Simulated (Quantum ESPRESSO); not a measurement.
## HfO2: equation of state with LDA

The system is HfO2.

```
Hf O
1.0
     3.55802    0.00000    0.00000
     0.00000    3.55802    0.00000
     0.00000    0.00000    5.17186
Hf O
2 4
Cartesian
  0.0000 0.0000 0.0000
  1.7790 1.7790 2.5859
  0.0000 1.7790 1.0199
  1.7790 0.0000 1.5660
  1.7790 0.0000 4.1519
  0.0000 1.7790 3.6059
```

Measurements of this composition are mostly on another form, of space group No. 14.

```json
{"Program": "Quantum ESPRESSO 7.5", "Task": "equation of state", "Functional": "LDA", "Potentials or basis": "GBRV 1.5 LDA", "Cutoff": "612 eV", "Density cutoff": "4898 eV", "k mesh": "8 × 8 × 5", "Occupations": "fermi-dirac, width 0.05 eV", "Spin": "no spin polarisation"}
```

| Property | Result |
| --- | --- |
| Equilibrium volume | 10.67 Å³/atom |
| Bulk modulus at fixed shape and positions | 278 GPa |
| Pressure derivative of the bulk modulus | 4.3 |

Energy against volume, from the lowest point:
| volume (Å³/atom) | energy (meV/atom) |
| --- | --- |
| 10.257 | 14.74 |
| 10.476 | 3.09 |
| 10.694 | 0.00 |
| 10.912 | 4.55 |
| 11.130 | 15.99 |
| 11.349 | 33.60 |
| 11.567 | 56.76 |

All runs of the series together: 2.6 min on 2 threads of Intel(R) Xeon(R) 6975P-C (Granite Rapids), on a shared host.

Caveat: the cell was scaled at fixed shape and fractional positions, which overstates the stiffness of a crystal with free parameters, most of all of layers and chains. The run has no spin-orbit coupling, so splittings on Hf are missing.
